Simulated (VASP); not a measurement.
# Al: relaxation of cell and atoms with RPBE

Al:

```
Al
1.0
     0.00000    2.03074    2.03074
     2.03074    0.00000    2.03074
     2.03074    2.03074    0.00000
Al
1
Direct
  0.00000 0.00000 0.00000
```

```yaml
Program: VASP 6.6.1
Task: relaxation of cell and atoms
Functional: RPBE
Potentials_or_basis: VASP PAW PBE potentials, release 64 (Al)
Cutoff: 600 eV
k_mesh: 16 × 16 × 16
Occupations: methfessel-paxton, width 0.1 eV
Spin: no spin polarisation
Further_INCAR_settings: ALGO = Normal; EDIFF = 1e-07; IBRION = 2; EDIFFG = -0.005; NSW = 90; ISIF = 3
```

| Item | Value |
| --- | --- |
| Pressure after relaxing | 0.0 GPa |
| Band gap on the k mesh | none (metal or under the smearing width) |

Final structure:
```
CELL_PARAMETERS angstrom
0.00000 2.03074 2.03074
2.03074 0.00000 2.03074
2.03074 2.03074 0.00000
ATOMIC_POSITIONS crystal
Al 0.00000 0.00000 0.00000
```

Levels at points of the mesh, in eV from the Fermi level:
```tsv
k point	band 1	band 2	band 3	band 4
(0.00, 0.00, 0.00)	-11.08	12.47	12.47	12.47
(0.50, 0.00, 0.00)	-4.60	-4.38	11.29	11.32
(0.50, 0.50, 0.00)	-2.94	-1.62	5.17	5.51
```

Run time: 4 s on 1 thread of Intel(R) Xeon(R) 6975P-C (Granite Rapids) (shared host), peak memory 0.13 GiB.

Caveat: the relaxation stopped at its first step, so nothing moved; the PAW data sets were made with another functional, which shifts forces and pressure a little.
